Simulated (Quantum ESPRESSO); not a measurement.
Pb:

```xyz
1
Lattice="0.0000 2.4750 2.4750 2.4750 0.0000 2.4750 2.4750 2.4750 0.0000" Properties=species:S:1:pos:R:3 pbc="T T T"
Pb    0.0000    0.0000    0.0000
```

```yaml
Program: Quantum ESPRESSO 7.5
Task: single point
Functional: PBEsol
Potentials_or_basis: GBRV 1.5 PBEsol
Cutoff: 612 eV
Density_cutoff: 4898 eV
k_mesh: 9 × 9 × 9
Occupations: fermi-dirac, width 0.05 eV
Spin: no spin polarisation
```

On this cell: pressure -0.8 GPa; band gap on the k mesh none (metal or under the smearing width).

The same run follows on a disturbed copy (cell strained at random at fixed volume):

```
Pb
1.0
    -0.00696    2.46968    2.44843
     2.44759   -0.02698    2.46845
     2.45382    2.49594   -0.03322
Pb
1
Cartesian
  0.0581 0.0106 -0.0133
```

**Question.** What does the disturbed cell give?

**Answer.** The energy (extrapolated to zero smearing) moves by +1.9 meV/atom; pressure -0.8 GPa; band gap on the k mesh none (metal or under the smearing width).

Stress tensor (GPa, compression positive):
```
-0.60 -0.01  0.17
-0.01 -0.98  0.72
 0.17  0.72 -0.81
```
